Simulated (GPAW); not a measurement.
## PbS: single point with LDA

PbS:

```
CELL_PARAMETERS angstrom
4.08970 0.00000 0.00000
-2.04485 3.54178 0.00000
0.00000 0.00000 3.78817
ATOMIC_POSITIONS crystal
Pb 0.00000 0.00000 0.00000
S 0.66667 0.33333 0.50000
```

Measurements of this composition are mostly on another form, of space group No. 225.

* Program: GPAW 26.7.0
* Task: single point
* Functional: LDA
* Potentials or basis: the program's PAW data sets (release 1.2.1) made for this functional
* Cutoff: 500 eV
* Basis: pw
* k mesh: 6 × 6 × 6
* Occupations: fermi-dirac, width 0.05 eV
* Spin: no spin polarisation

The pressure is -4.9 GPa and the band gap on the k mesh is none (metal or under the smearing width).

Stress tensor (GPa, compression positive):
```
-4.72  0.00  0.00
 0.00 -4.72  0.00
 0.00  0.00 -5.18
```

Levels at points of the mesh, in eV from the Fermi level:
```
           k point  band 8  band 9  band 10  band 11  band 12  band 13
(0.00, 0.00, 0.00)   -2.23   -1.73    -1.73     3.27     3.27     5.12
(0.00, 0.00, 0.50)   -1.13   -1.13    -0.03     0.66     3.66     3.66
(0.50, 0.50, 0.00)   -2.76   -1.92    -1.22     1.78     3.72     5.07
(0.50, 0.50, 0.50)   -4.17   -4.13    -1.46     1.94     2.61     2.62
```

It took 13 s on 1 thread of Arm Neoverse V1, on a shared host, peak memory 0.15 GiB.

Caveat: the cutoff is short for stress and forces, so pressures can be off by a GPa or more. Spin-orbit coupling is left out, which matters for the levels of Pb.
